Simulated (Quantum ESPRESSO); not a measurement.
# GaN (F-43m) in Quantum ESPRESSO: notebook, part 2 of 3

Quantum ESPRESSO 7.5. Earlier steps stand in the parts before.

## (3) Phonons and Raman activities, LDA

File pw.in:

```
&CONTROL
  calculation = 'scf'
  prefix = 'pwscf'
  outdir = './tmp'
  pseudo_dir = './pseudo'
  tprnfor = .true.
  tstress = .true.
  disk_io = 'low'
/
&SYSTEM
  ibrav = 0
  A = 3.18693112
  nat = 2
  ntyp = 2
  ecutwfc = 56
  ecutrho = 448
  nbnd = 19
  occupations = 'smearing'
  smearing = 'fd'
  degauss = 0.00367493
/
&ELECTRONS
  conv_thr = 4d-10
  electron_maxstep = 120
  mixing_beta = 0.5
/
ATOMIC_SPECIES
Ga    69.7230 ga_lda_v1.4.uspp.F.UPF
N     14.0070 n_lda_v1.2.uspp.F.UPF
CELL_PARAMETERS alat
   0.0000000000    0.7071067816    0.7071067816
   0.7071067816    0.0000000000    0.7071067816
   0.7071067816    0.7071067816    0.0000000000
ATOMIC_POSITIONS alat
Ga     0.0000000000    0.0000000000    0.0000000000
N      0.3535533908    0.3535533908    0.3535533908
K_POINTS automatic
4 4 4 1 1 1
```

File relax.in:

```
&CONTROL
  calculation = 'vc-relax'
  prefix = 'pwscf'
  outdir = './tmp'
  pseudo_dir = './pseudo'
  tprnfor = .true.
  tstress = .true.
  disk_io = 'low'
  nstep = 40
  forc_conv_thr = 0.0001
  etot_conv_thr = 1d-06
/
&SYSTEM
  ibrav = 0
  A = 3.18693112
  nat = 2
  ntyp = 2
  ecutwfc = 56
  ecutrho = 448
  nbnd = 19
  occupations = 'smearing'
  smearing = 'fd'
  degauss = 0.00367493
/
&ELECTRONS
  conv_thr = 4d-10
  electron_maxstep = 120
  mixing_beta = 0.5
/
&IONS
  ion_dynamics = 'bfgs'
/
&CELL
  cell_dynamics = 'bfgs'
  press = 0
  press_conv_thr = 0.2
/
ATOMIC_SPECIES
Ga    69.7230 ga_lda_v1.4.uspp.F.UPF
N     14.0070 n_lda_v1.2.uspp.F.UPF
CELL_PARAMETERS alat
   0.0000000000    0.7071067816    0.7071067816
   0.7071067816    0.0000000000    0.7071067816
   0.7071067816    0.7071067816    0.0000000000
ATOMIC_POSITIONS alat
Ga     0.0000000000    0.0000000000    0.0000000000
N      0.3535533908    0.3535533908    0.3535533908
K_POINTS automatic
4 4 4 1 1 1
```

File scf2.in:

```
&CONTROL
  calculation = 'scf'
  prefix = 'pwscf'
  outdir = './tmp'
  pseudo_dir = './pseudo'
  tprnfor = .true.
  tstress = .true.
  disk_io = 'low'
/
&SYSTEM
  ibrav = 0
  A = 3.15462258
  nat = 2
  ntyp = 2
  ecutwfc = 56
  ecutrho = 448
  nbnd = 19
  occupations = 'fixed'
/
&ELECTRONS
  conv_thr = 1d-13
  electron_maxstep = 120
  mixing_beta = 0.5
  startingpot = 'file'
  startingwfc = 'file'
/
ATOMIC_SPECIES
Ga    69.7230 ga_lda_v1.4.uspp.F.UPF
N     14.0070 n_lda_v1.2.uspp.F.UPF
CELL_PARAMETERS alat
   0.0000000000    0.7071067823    0.7071067823
   0.7071067823    0.0000000000    0.7071067823
   0.7071067823    0.7071067823    0.0000000000
ATOMIC_POSITIONS alat
Ga     0.0000000000    0.0000000000    0.0000000000
N      0.3535533911    0.3535533911    0.3535533911
K_POINTS automatic
4 4 4 1 1 1
```

File ph.in:

```
raman of GaN
&INPUTPH
  prefix = 'pwscf'
  outdir = './tmp'
  tr2_ph = 1d-18
  fildyn = 'dyn'
  niter_ph = 90
  alpha_mix(1) = 0.7
  epsil = .true.
/
0.0000000000 0.0000000000 0.0000000000
```

File dynmat.in:

```
&INPUT
  fildyn = 'dyn'
  asr = 'crystal'
  lperm = .true.
  filout = 'dynmat.disp'
  fileig = 'dynmat.eig'
/
```

File dynmat_lo.in:

```
&INPUT
  fildyn = 'dyn'
  asr = 'crystal'
  filout = 'dynmat_lo.disp'
  fileig = 'dynmat_lo.eig'
  q(1) = 0
  q(2) = 0
  q(3) = 1
/
```

File scf_1x+.in:

```
&CONTROL
  calculation = 'scf'
  prefix = 'pwscf'
  outdir = './tmp'
  pseudo_dir = './pseudo'
  tprnfor = .true.
  disk_io = 'low'
/
&SYSTEM
  ibrav = 0
  A = 3.15462258
  nat = 2
  ntyp = 2
  ecutwfc = 56
  ecutrho = 448
  nbnd = 19
  occupations = 'fixed'
/
&ELECTRONS
  conv_thr = 1d-12
  electron_maxstep = 120
  mixing_beta = 0.5
/
ATOMIC_SPECIES
Ga    69.7230 ga_lda_v1.4.uspp.F.UPF
N     14.0070 n_lda_v1.2.uspp.F.UPF
CELL_PARAMETERS alat
   0.0000000000    0.7071067823    0.7071067823
   0.7071067823    0.0000000000    0.7071067823
   0.7071067823    0.7071067823    0.0000000000
ATOMIC_POSITIONS alat
Ga     0.0047549270    0.0000000000    0.0000000000
N      0.3535533911    0.3535533911    0.3535533911
K_POINTS automatic
4 4 4 1 1 1
```

File eps_1x+.in:

```
dielectric tensor, atom 1 moved
&INPUTPH
  prefix = 'pwscf'
  outdir = './tmp'
  tr2_ph = 1d-16
  epsil = .true.
  trans = .false.
  zeu = .false.
/
0.0 0.0 0.0
```

File scf_1x-.in:

```
&CONTROL
  calculation = 'scf'
  prefix = 'pwscf'
  outdir = './tmp'
  pseudo_dir = './pseudo'
  tprnfor = .true.
  disk_io = 'low'
/
&SYSTEM
  ibrav = 0
  A = 3.15462258
  nat = 2
  ntyp = 2
  ecutwfc = 56
  ecutrho = 448
  nbnd = 19
  occupations = 'fixed'
/
&ELECTRONS
  conv_thr = 1d-12
  electron_maxstep = 120
  mixing_beta = 0.5
/
ATOMIC_SPECIES
Ga    69.7230 ga_lda_v1.4.uspp.F.UPF
N     14.0070 n_lda_v1.2.uspp.F.UPF
CELL_PARAMETERS alat
   0.0000000000    0.7071067823    0.7071067823
   0.7071067823    0.0000000000    0.7071067823
   0.7071067823    0.7071067823    0.0000000000
ATOMIC_POSITIONS alat
Ga    -0.0047549270    0.0000000000    0.0000000000
N      0.3535533911    0.3535533911    0.3535533911
K_POINTS automatic
4 4 4 1 1 1
```

File eps_1x-.in:

```
dielectric tensor, atom 1 moved
&INPUTPH
  prefix = 'pwscf'
  outdir = './tmp'
  tr2_ph = 1d-16
  epsil = .true.
  trans = .false.
  zeu = .false.
/
0.0 0.0 0.0
```

Potentials or basis: GBRV 1.5 LDA.

The run is started by

```bash
OMP_NUM_THREADS=1 mpirun -n 4 pw.x -nk 2 -in pw.in > pw.out
OMP_NUM_THREADS=1 mpirun -n 4 pw.x -nk 2 -in relax.in > relax.out
OMP_NUM_THREADS=1 mpirun -n 4 pw.x -nk 2 -in scf2.in > scf2.out
OMP_NUM_THREADS=1 mpirun -n 4 ph.x -nk 2 -in ph.in > ph.out
OMP_NUM_THREADS=1 mpirun -n 1 dynmat.x -in dynmat.in > dynmat.out
OMP_NUM_THREADS=1 mpirun -n 1 dynmat.x -in dynmat_lo.in > dynmat_lo.out
OMP_NUM_THREADS=1 mpirun -n 4 pw.x -nk 2 -in scf_1x+.in > scf_1x+.out
OMP_NUM_THREADS=1 mpirun -n 4 ph.x -nk 2 -in eps_1x+.in > eps_1x+.out
OMP_NUM_THREADS=1 mpirun -n 4 pw.x -nk 2 -in scf_1x-.in > scf_1x-.out
OMP_NUM_THREADS=1 mpirun -n 4 ph.x -nk 2 -in eps_1x-.in > eps_1x-.out
OMP_NUM_THREADS=1 mpirun -n 4 pw.x -nk 2 -in scf_1y+.in > scf_1y+.out
OMP_NUM_THREADS=1 mpirun -n 4 ph.x -nk 2 -in eps_1y+.in > eps_1y+.out
OMP_NUM_THREADS=1 mpirun -n 4 pw.x -nk 2 -in scf_1y-.in > scf_1y-.out
OMP_NUM_THREADS=1 mpirun -n 4 ph.x -nk 2 -in eps_1y-.in > eps_1y-.out
OMP_NUM_THREADS=1 mpirun -n 4 pw.x -nk 2 -in scf_1z+.in > scf_1z+.out
OMP_NUM_THREADS=1 mpirun -n 4 ph.x -nk 2 -in eps_1z+.in > eps_1z+.out
OMP_NUM_THREADS=1 mpirun -n 4 pw.x -nk 2 -in scf_1z-.in > scf_1z-.out
OMP_NUM_THREADS=1 mpirun -n 4 ph.x -nk 2 -in eps_1z-.in > eps_1z-.out
```

pw.out:

```text
This program is part of the open-source Quantum ESPRESSO suite
     for quantum simulation of materials; please cite
[... 6 lines left out ...]
     using ibrav=0 with symmetry is DISCOURAGED, use correct ibrav instead

     K-points division:     npool     =       2
     Subspace diagonalization in iterative solution of the eigenvalue problem:
     a serial algorithm will be used

     --------------------
     sticks:   dense  smooth     PW     G-vecs:    dense   smooth      PW
     Min         561     279     84                12346     4399     735
     Max         562     280     85                12347     4402     736
     Sum        1123     559    169                24693     8801    1471

     Using Slab Decomposition

     bravais-lattice index     =            0
     lattice parameter (alat)  =       6.0224  a.u.
     unit-cell volume          =     154.4542 (a.u.)^3
     number of atoms/cell      =            2
     number of atomic types    =            2
     number of electrons       =        24.00
     number of Kohn-Sham states=           19
     kinetic-energy cutoff     =      56.0000  Ry
     charge density cutoff     =     448.0000  Ry
     scf convergence threshold =      4.0E-10
     mixing beta               =       0.5000
     number of iterations used =            8  plain     mixing
     Exchange-correlation= SLA  PZ   NOGX NOGC
                           (   1   1   0   0   0   0   0)

     celldm(1)=   6.022427  celldm(2)=   0.000000  celldm(3)=   0.000000
     celldm(4)=   0.000000  celldm(5)=   0.000000  celldm(6)=   0.000000

[... 8 lines left out ...]
               b(3) = (  0.707107  0.707107 -0.707107 )

     PseudoPot. # 1 for Ga read from file:
     ga_lda_v1.4.uspp.F.UPF
     Pseudo is Ultrasoft + core correction, Zval = 19.0
     Generated by new atomic code, or converted to UPF format
     Using radial grid of  871 points,  6 beta functions with:
                l(1) =   0
                l(2) =   0
                l(3) =   1
                l(4) =   1
                l(5) =   2
                l(6) =   2
     Q(r) pseudized with  8 coefficients,  rinner =    1.250   1.250   1.250
                                                       1.250   1.250

     PseudoPot. # 2 for N  read from file:
     n_lda_v1.2.uspp.F.UPF
     Pseudo is Ultrasoft + core correction, Zval =  5.0
     Generated by new atomic code, or converted to UPF format
     Using radial grid of  729 points,  4 beta functions with:
[... 24 lines left out ...]
        k(    5) = (   0.4419417   0.0883883   0.0883883), wk =   0.1875000
        k(    6) = (  -0.0883883  -0.4419417   0.6187184), wk =   0.3750000
        k(    7) = (   0.0883883  -0.2651650   0.4419417), wk =   0.3750000
        k(    8) = (  -0.6187184   0.0883883   0.0883883), wk =   0.1875000
        k(    9) = (   0.2651650   0.2651650   0.2651650), wk =   0.0625000
        k(   10) = (  -0.2651650  -0.2651650   0.7954951), wk =   0.1875000

     Dense  grid:    24693 G-vectors     FFT dimensions: (  45,  45,  45)

     Smooth grid:     8801 G-vectors     FFT dimensions: (  30,  30,  30)

     Check: negative core charge=   -0.000001

     Initial potential from superposition of free atoms

     starting charge      23.0000, renormalised to      24.0000
     Starting wfcs are   16 randomized atomic wfcs +    3 random wfcs

     Self-consistent Calculation

     iteration #  1     ecut=    56.00 Ry     beta= 0.50
     Davidson diagonalization with overlap
     ethr =  1.00E-02,  avg # of iterations =  5.7

     total energy              =    -432.50595832 Ry
     estimated scf accuracy    <       5.70372314 Ry
[... 57 lines left out ...]
     iteration # 10     ecut=    56.00 Ry     beta= 0.50
     Davidson diagonalization with overlap
     ethr =  1.99E-11,  avg # of iterations =  2.0

     End of self-consistent calculation

          k = 0.0884 0.0884 0.0884 (  1085 PWs)   bands (ev):

   -81.8587 -81.8585 -81.8585  -5.1690  -3.0164  -3.0164  -2.9710  -2.7155
    -2.7155   8.9488  10.3037  10.3037  13.3319  19.8725  20.8249  20.8249
    27.5139  27.5223  27.5223

          k = 0.2652 0.2652-0.0884 (  1094 PWs)   bands (ev):

   -81.8593 -81.8588 -81.8586  -4.6117  -2.9521  -2.9468  -2.7278  -2.7150
    -2.2952   5.8536   8.6977   9.8903  15.4402  18.7775  20.2179  21.2766
    26.0614  27.0966  29.6061

          k =-0.2652-0.2652 0.4419 (  1097 PWs)   bands (ev):
[... 19 lines left out ...]
   -81.8596 -81.8593 -81.8590  -4.3180  -2.9072  -2.8409  -2.7414  -2.6807
    -0.7672   4.5279   6.5606   7.8090  16.1139  18.2454  20.6008  22.3552
    24.9582  30.0774  33.3916

          k = 0.0884-0.2652 0.4419 (  1090 PWs)   bands (ev):

   -81.8596 -81.8590 -81.8588  -4.4117  -2.9272  -2.8812  -2.7623  -2.6792
    -1.5107   4.7772   7.5909   8.9254  16.5114  17.8473  19.9258  22.0936
    25.4257  29.4453  31.3867

          k =-0.6187 0.0884 0.0884 (  1098 PWs)   bands (ev):

   -81.8597 -81.8591 -81.8590  -4.3189  -2.9310  -2.7688  -2.7587  -2.6473
    -0.9823   4.5478   7.2245   7.9577  14.4505  17.4260  21.5966  23.7213
    23.9035  32.6472  33.4689

          k = 0.2652 0.2652 0.2652 (  1095 PWs)   bands (ev):
[... 7 lines left out ...]
   -81.8596 -81.8592 -81.8588  -4.3569  -2.9325  -2.8473  -2.7436  -2.6945
    -0.9849   4.2439   6.7662   8.8729  16.5047  17.8287  20.5279  22.1298
    25.8214  28.7879  31.8316

     the Fermi energy is    12.1573 ev

!    total energy              =    -435.21591013 Ry
     estimated scf accuracy    <          6.9E-11 Ry
     smearing contrib. (-TS)   =      -0.00000000 Ry
     internal energy E=F+TS    =    -435.21591013 Ry

     The total energy is F=E-TS. E is the sum of the following terms:
     one-electron contribution =    -337.29218021 Ry
     hartree contribution      =     180.95802753 Ry
     xc contribution           =     -53.20075945 Ry
     ewald contribution        =    -225.68099800 Ry

     convergence has been achieved in  10 iterations

     Forces acting on atoms (cartesian axes, Ry/au):

     atom    1 type  1   force =    -0.00000000    0.00000000    0.00000000
     atom    2 type  2   force =    -0.00000000    0.00000000    0.00000000

     Total force =     0.000000     Total SCF correction =     0.000000

     Computing stress (Cartesian axis) and pressure

          total   stress  (Ry/bohr**3)                   (kbar)     P=      -57.25
  -0.00038918   0.00000000   0.00000000          -57.25        0.00        0.00
   0.00000000  -0.00038918  -0.00000000            0.00      -57.25       -0.00
   0.00000000  -0.00000000  -0.00038918            0.00       -0.00      -57.25

=------------------------------------------------------------------------------=
   JOB DONE.
=------------------------------------------------------------------------------=
```

Run time: 6.9 min. Hardware: 4 MPI ranks of Arm Neoverse V1, shared host; peak memory 0.28 GiB.

What came out:

| Quantity | Value |
| --- | --- |
| Free energy | -5921.4259 eV |
| Relaxed volume | 11.10 Å³/atom |
| Relaxed cell | a = 3.155 Å, b = 3.155 Å, c = 3.155 Å, α = 60.00°, β = 60.00°, γ = 60.00° |
| Space group after relaxing (to 0.05 Å) | F-43m (No. 216) |
| Pressure after relaxing | 0.0 GPa |
| Electronic dielectric tensor (diagonal) | 5.77 |
| Born charges (mean of the diagonal) | Ga +2.64; N -2.65 e |
| Highest phonon frequency at Γ, LO-TO splitting left out | 552 cm⁻¹ |
| Static dielectric tensor (diagonal) | 10.14 |

The path:
| step | energy change (eV) | largest force (eV/Å) | pressure (GPa) | volume (Å³) |
| --- | --- | --- | --- | --- |
| 1 | 0.0000 | 0.0000 | -5.72 | 22.89 |
| 2 | -0.0126 | 0.0000 | -0.27 | 22.23 |
| 3 | -0.0126 | 0.0000 | 0.04 | 22.19 |
| 4 | -0.0126 | 0.0000 | 0.00 | 22.20 |

Final structure:
```cif
data_structure
_symmetry_space_group_name_H-M 'P 1'
_symmetry_Int_Tables_number 1
_cell_length_a 3.1546
_cell_length_b 3.1546
_cell_length_c 3.1546
_cell_angle_alpha 60.000
_cell_angle_beta 60.000
_cell_angle_gamma 60.000
_cell_volume 22.20
loop_
_atom_site_label
_atom_site_type_symbol
_atom_site_fract_x
_atom_site_fract_y
_atom_site_fract_z
_atom_site_occupancy
Ga1 Ga 0.00000 0.00000 0.00000 1
N1 N 0.25000 0.25000 0.25000 1
```

Levels at points of the mesh, in eV from the valence-band top:
```tsv
k point	band 10	band 11	band 12	band 13	band 14	band 15
(0.12, 0.12, 0.12)	-1.34	0.00	0.00	3.21	9.76	10.73
```

Phonon frequencies in cm⁻¹ (negative: imaginary):
| q point | frequencies |
| --- | --- |
| (0.000, 0.000, 0.000) | -9 -9 -9 552 552 552 |

Electronic dielectric tensor:
```
5.77 0.00 0.00
0.00 5.77 0.00
0.00 0.00 5.77
```

Born effective charge tensors (e):
atom 1, Ga
```
2.64 0.00 0.00
0.00 2.64 0.00
0.00 0.00 2.64
```
atom 2, N
```
-2.65  0.00  0.00
 0.00 -2.65  0.00
 0.00  0.00 -2.65
```

Optical modes at Γ, degenerate ones joined, polar ones without the macroscopic field:
| cm⁻¹ | components | symmetry | active in | IR intensity, summed ((D/Å)²/amu) |
| --- | --- | --- | --- | --- |
| 552 | 3 | T2 | IR and Raman | 41.48 |

Zone-centre frequencies without and with the macroscopic field along z (cm⁻¹):
```tsv
	optical modes in rising order
without	552 552 552
with the field	552 552 731
```

Static dielectric tensor, electrons and zone-centre modes:
```
10.14  0.00  0.00
 0.00 10.14  0.00
 0.00  0.00 10.14
```

Non-resonant Raman activities from finite differences of the dielectric tensor, degenerate modes summed:
```
cm⁻¹  modes  symmetry  activity (Å⁴/amu)
 552      3        T2               27.3
```

Volume times the derivative of the susceptibility by an atom's move (Å²), components over 0.05:
```
atom  move  component  value
1 Ga     x         yz  -2.25
1 Ga     y         xz  -2.25
1 Ga     z         xy  -2.25
 2 N     x         yz   2.25
 2 N     y         xz   2.25
 2 N     z         xy   2.25
```

Caveat: the k mesh is coarse (spacing up to 0.60 Å⁻¹), so the values aren't converged.

(Continued in part 3 of 3.)
